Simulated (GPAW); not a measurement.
Runs of GPAW 26.7.0 on CdS (Greenockite). Symmetry: P6_3mc, No. 186, hexagonal system. The conventional cell has a = 4.150 Å, b = 4.150 Å, c = 6.737 Å, α = 90.00°, β = 90.00°, γ = 120.00°. Cd (site symmetry 3m) is surrounded by 4 S at 2.53 to 2.54 Å. S (site symmetry 3m) has 4 Cd at 2.53 to 2.54 Å as nearest neighbours. 

| task | level | potentials or basis | cell | k mesh | cutoff (eV) | smearing | response ecut | response k mesh | response bands | kernels | coarser k mesh | gap on the mesh (eV) | pressure (GPa) | largest force (eV/Å) |
| --- | --- | --- | --- | --- | --- | --- | --- | --- | --- | --- | --- | --- | --- | --- |
| single point | PBE | GPAW PAW data sets (gpaw-data 1.2.1), pw | as given | 7 × 7 × 4 | 600 | gaussian 0.03 eV | - | - | - | - | - | 1.18 | 1.8 | 0.07 |
| dielectric tensor | AM05 | PAW data sets generated in the run's folder for this functional, pw | as given | 6 × 6 × 3 | 450 | fermi-dirac 0.001 eV | 80 eV | 9 × 9 × 5 | 58 | ["RPA"] | 9 × 9 × 5 | 1.16 | - | - |
| dielectric tensor | RPBE | the program's PAW data sets (release 1.2.1) made for this functional, pw | as given | 6 × 6 × 3 | 450 | fermi-dirac 0.001 eV | 80 eV | 9 × 9 × 5 | 58 | ["RPA"] | 9 × 9 × 5 | (b) | - | - |
| relaxation of cell and atoms | PBEsol | PAW data sets generated in the run's folder for this functional, pw | relaxed to 30 GPa | 6 × 6 × 3 | 600 | fermi-dirac 0.05 eV | - | - | - | - | - | 0.90 | 29.9 | - |
| relaxation of cell and atoms | PBEsol | PAW data sets generated in the run's folder for this functional, pw | relaxed to 20 GPa | 6 × 6 × 3 | 600 | fermi-dirac 0.05 eV | - | - | - | - | - | (a) | 20.0 | 0.02 |

Alike in all rows: no spin polarisation.

Question: Fill in the values left out.

Answer: (a) 1.47; (b) 1.36.

Caveats: the long-wavelength limit can be off by several per cent where d states take part (some runs); an odd mesh through Γ misses points on the zone boundary, where band edges often lie (some runs); later steps reuse the first step's grids (some runs).

A k mesh can miss the band edges, and the runs leave out spin-orbit coupling on Cd.
